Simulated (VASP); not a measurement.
Write the native input for VASP 6.6.1 that does the following.

```
Task                   : relaxation of cell and atoms
Functional             : PBE
Potentials or basis    : VASP PAW PBE potentials, release 64 (Ti, Si)
Cutoff                 : 300 eV
k mesh                 : 5 × 5 × 5
Occupations            : methfessel-paxton, width 0.1 eV
Spin                   : no spin polarisation
Further INCAR settings : ALGO = Normal; EDIFF = 1e-07; IBRION = 2; EDIFFG = -0.005; NSW = 90; ISIF = 3
```

The structure of TiSi2 (Zhiqinite) lies in POSCAR:

```
TiSi2                                   
1.0
    0.0000000000      4.1220026203      4.2997431973
    2.3903599659      0.0000000000      4.2997431973
    2.3903599659      4.1220026203      0.0000000000
  Ti              Si            
     2     4
Direct
     0.7500000000000000    0.7500000000000000    0.7500000000000000
     0.5000000000000000    0.5000000000000000    0.5000000000000000
     0.0884587909717230    0.4115412090282770    0.0884587909717230
     0.4115412090282770    0.0884587909717230    0.4115412090282770
     0.1615412090282770    0.8384587909717232    0.1615412090282770
     0.8384587909717232    0.1615412090282770    0.8384587909717232
```

The input as run:

INCAR

```
  PREC = Accurate
  ENCUT = 300
  EDIFF = 1E-7
  ISMEAR = 1
  SIGMA = 0.1
  LREAL = F
  LASPH = T
  NELM = 80
  ALGO = Normal
  ISIF = 3
  LWAVE = F
  LCHARG = F
  GGA = PE
  IBRION = 2
  NSW = 90
  EDIFFG = -0.005
  KPAR = 2
```

KPOINTS

```
Automatic mesh
0
Gamma
  5 5 5
```

Potentials or basis: VASP PAW PBE potentials, release 64 (Ti, Si).

Launch:

```bash
$ cat potpaw_PBE.64/Ti/POTCAR potpaw_PBE.64/Si/POTCAR > POTCAR
$ mpirun -np 2 vasp_std > vasp.out
```

It gave:

The relaxed volume is 14.13 Å³/atom. The relaxed cell is a = 5.957 Å, b = 4.920 Å, c = 4.765 Å, α = 75.89°, β = 53.23°, γ = 50.88°, the space group after relaxing (to 0.05 Å) is Fddd (No. 70) and the energy gained by relaxing is 0.0 meV/atom. The ionic steps are 3, the pressure after relaxing is 0.0 GPa and the largest force after relaxing is 0.005 eV/Å. The band gap on the k mesh is none (metal or under the smearing width).

Caveat: the cutoff is under 1.25 times the usual one of these potentials, so pressure, stress and relaxed cells hold a basis-set (Pulay) error.

It took 23 s on 2 MPI ranks on Intel(R) Xeon(R) Platinum 8488C (Sapphire Rapids), with other jobs on the host, peak memory 0.16 GiB a rank.
